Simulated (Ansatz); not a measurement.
Consider the formal exchange of groups at the Si–C bond: `C=CC[SiH3]` + `CC[Te]C` → `CC[Te][SiH3]` + `C=CCC`.

Isolated molecules relaxed with PBE0-D4/def2-TZVP in Ansatz; ΔE leaves out vibrations. CCSD(T)/CBS adds triple-zeta CCSD(T) − MP2 to the extrapolated MP2 energy (def2 sets, frozen cores). Functionals use def2-TZVPP. B3LYP here is the variant with VWN-RPA as its local correlation; programs differ in this. HSE06 is defined as in plane-wave codes. def2 core potentials past Kr. For Te outer-core shells are correlated without core-valence functions, which leaves a few kJ/mol of doubt a bond. One conformer a species, not always the lowest.

| level | ΔE (kJ/mol) | difference from CCSD(T)/CBS |
| --- | --- | --- |
| LDA (SPW92) | -59.1 | -5.3 |
| PBE-D4 | -56.3 | -2.5 |
| BLYP-D4 | -49.5 | 4.3 |
| r2SCAN-D4 | -56.2 | -2.4 |
| B97M-V | -53.5 | 0.3 |
| PBE0-D4 | -59.9 | -6.1 |
| B3LYP-D4 | -53.6 | 0.2 |
| r2SCANh-D4 | -57.7 | -3.9 |
| r2SCAN0-D4 | -59.8 | -6.0 |
| HSE06-D4 | -60.0 | -6.2 |
| BHLYP-D4 | -58.7 | -4.9 |
| CAM-B3LYP-D4 | -53.9 | -0.1 |
| ωB97X-V | -55.5 | -1.7 |
| ωB97M-V | -53.2 | 0.6 |
| B2PLYP | -54.0 | -0.2 |
| PBE-QIDH | -59.7 | -5.9 |
| PBE | -56.7 | -2.9 |
| revPBE | -55.9 | -2.1 |
| r2SCAN | -56.3 | -2.5 |
| PBE0 | -60.1 | -6.3 |
| B3LYP | -54.3 | -0.5 |
| r2SCAN0 | -59.8 | -6.0 |
| HSE06 | -60.2 | -6.4 |
| BHLYP | -58.0 | -4.2 |
| LC-ωPBE | -56.9 | -3.1 |
| RPA@PBE/def2-TZVPP | -49.7 | 4.1 |
| HF/def2-SVP | -73.8 | -20.0 |
| MP2/def2-SVP | -69.2 | -15.4 |
| CCSD/def2-SVP | -70.9 | -17.1 |
| CCSD(T)/def2-SVP | -70.1 | -16.3 |
| HF/def2-TZVPP | -62.5 | -8.7 |
| MP2/def2-TZVPP | -53.9 | -0.1 |
| SCS-MP2/def2-TZVPP | -52.7 | 1.1 |
| CCSD/def2-TZVPP | -54.1 | -0.3 |
| CCSD(T)/def2-TZVPP | -52.9 | 0.9 |
| HF/def2-QZVPP | -61.8 | -8.0 |
| MP2/def2-QZVPP | -54.2 | -0.4 |
| HF/CBS(def2) | -61.7 | -7.9 |
| MP2/CBS(def2) | -54.8 | -1.0 |
| CCSD/CBS(def2) | -55.1 | -1.3 |
| CCSD(T)/CBS | -53.8 | 0 |

(1) What do rigid-rotor, harmonic-oscillator terms from PBE0-D4/def2-TZVP frequencies (298.15 K, 1 bar) make of the CCSD(T)/CBS value? (Estimate.)

Largest T1 diagnostic among the species: 0.011.

Results:

(1) Computed: ΔZPE = +5.6 kJ/mol, ΔH = -48.6 kJ/mol, ΔS = -1 J/(mol·K), ΔG = -48.1 kJ/mol. Modes under 50 cm⁻¹ make the entropy rough.

From r2SCAN to r2SCAN0 (25 % exact exchange), in def2-TZVPP and without D4, ΔE moves by −3.5 kJ/mol. Leaving LDA and LC-ωPBE aside and taking each functional with its dispersion term where it has one, the values spread over 10.5 kJ/mol, from HSE06-D4 to BLYP-D4. At CCSD(T), def2-SVP lies −16.3 kJ/mol from the extrapolated value and def2-TZVPP +0.9 kJ/mol.

CCSD(T)/CBS has its own doubt, a few kJ/mol and more with outer-core shells, so smaller differences from it don't rank the levels.
